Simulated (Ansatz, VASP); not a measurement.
# TiC in VASP and in Ansatz

```
Ti C
1.0
     0.00000   -2.14669   -2.14669
     2.14669    0.00000   -2.14669
     2.14669   -2.14669    0.00000
Ti C
1 1
Direct
  0.00000 0.00000 0.00000
  0.50000 0.50000 0.50000
```

Alike in both runs: functional PBEsol; k mesh 16 × 16 × 16; occupations gaussian, width 0.1 eV; no spin polarisation.

Ansatz relaxed the structure, and its values are those at the end. VASP's run is a single point on that final structure, the one shown.

|  | VASP | Ansatz |
| --- | --- | --- |
| version | VASP 6.6.1 | Ansatz 0.2.0 |
| potentials or method | VASP PAW PBE potentials, release 64 (Ti_sv, C) | scalar-relativistic, plane waves, PAW |
| plane-wave cutoff (eV) | 520 | 420 |
| valence electrons in the cell | 16 | 16 |

```tsv
	VASP	Ansatz	Ansatz less VASP
gap on the k mesh at the Fermi level (eV)	none	none	-
pressure (GPa)	0.2	0.0	-0.26
```

A gap of «none» marks a metal or a gap that the smearing closes. With one functional, cell and mesh, what is left measures potentials, basis and numerics.

Caveats: the PAW data sets were made with another functional, which shifts forces and pressure a little (VASP).
